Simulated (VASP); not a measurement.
Input of a VASP 6.6.1 run:

File run.py:

```python
from ase.calculators.vasp import Vasp
from ase.eos import EquationOfState
from ase.io import Trajectory
from ase.spacegroup import crystal
from ase.units import GPa

atoms = crystal(
    ['Ru'],
    basis=[[0.6666666667, 0.3333333333, 0.75]],
    spacegroup=194,
    setting=1,
    cellpar=[2.7058, 2.7058, 4.2819, 90.0, 90.0, 120.0],
    primitive_cell=True,
)
calc = Vasp(
    directory='calc',
    xc='pbe',
    pp='PBE',
    setups='recommended',
    prec='Accurate',
    encut=520,
    ediff=1e-07,
    ismear=-1,
    sigma=0.02,
    lreal=False,
    lasph=True,
    nelm=60,
    algo='Normal',
    isif=2,
    lwave=False,
    lcharg=False,
    lorbit=11,
    lsorbit=True,
    gga_compat=False,
    lmaxmix=4,
    ivdw=12,
    kpts=[8, 8, 5],
    gamma=True,
)
atoms.calc = calc
cell = atoms.cell.copy()
volumes, energies = [], []
traj = Trajectory('eos.traj', 'w')
for x in [0.94, 0.96, 0.98, 1.0, 1.02, 1.04, 1.06]:
    atoms.set_cell(cell * x ** (1 / 3), scale_atoms=True)
    volumes.append(atoms.get_volume())
    energies.append(atoms.get_potential_energy())
    traj.write(atoms)
    print(f'{x:5.2f} {volumes[-1]:12.5f} {energies[-1]:14.6f}')

v0, e0, B = EquationOfState(volumes, energies, eos='birchmurnaghan').fit()
print(f'V0 = {v0:.4f} A^3, E0 = {e0:.6f} eV, B = {B / GPa:.2f} GPa')
```

Potentials or basis: VASP PAW PBE potentials, release 64 (Ru_pv).

Run with:

```sh
$ python run.py
```

Question: What does it give for the equilibrium volume?

Answer: 13.44 Å³/atom.

Question: Predict the bulk modulus at fixed shape and positions.

Answer: 334 GPa.

Question: Estimate the pressure derivative of the bulk modulus.

Answer: 4.8.

Energy against volume, from the lowest point:
| volume (Å³/atom) | energy (meV/atom) |
| --- | --- |
| 12.760 | 37.83 |
| 13.032 | 12.10 |
| 13.303 | 0.00 |
| 13.575 | 0.05 |
| 13.846 | 10.89 |
| 14.118 | 31.31 |
| 14.389 | 60.24 |

Caveat: the cell was scaled at fixed shape and fractional positions, which overstates the stiffness of a crystal with free parameters, most of all of layers and chains.
